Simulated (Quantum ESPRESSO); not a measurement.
**Zn under changes of volume**

One of the cells (15.451 Å³/atom); the others are scaled copies at fixed shape and fractional positions:

```
Zn
1.0
    -1.56904    1.56904    1.56904
     1.56904   -1.56904    1.56904
     1.56904    1.56904   -1.56904
Zn
1
Direct
  0.00000 0.00000 0.00000
```

This isn't the form of Zn at room conditions, which is hcp.

- Program: Quantum ESPRESSO 7.5
- Functional: LDA
- Potentials or basis: GBRV 1.5 LDA
- Cutoff: 762 eV
- Density cutoff: 6095 eV
- k mesh: 12 × 12 × 12
- Occupations: fermi-dirac, width 0.05 eV
- Spin: no spin polarisation

```csv
volume (Å³/atom),energy over the lowest point (meV/atom),pressure (GPa)
14.524,0.00,-5.0
14.833,10.44,-6.2
15.142,23.08,-7.4
15.451,37.84,-8.3
15.760,54.30,-9.1
16.069,?,?
16.378,91.47,-10.4
```

**Question.** What does the run at 16.069 Å³/atom give?

**Answer.** Energy over the lowest point 72.26 meV/atom; pressure -9.8 GPa.

Worked out: A Birch-Murnaghan fit of order 3 (a polynomial in V^(-2/3)) to the other rows has no minimum within the range. It gives 72.24 meV/atom at 16.069 Å³/atom, against the run's 72.26, and -dE/dV = -9.7 GPa, against -9.8.

Energies are extrapolated to zero smearing.
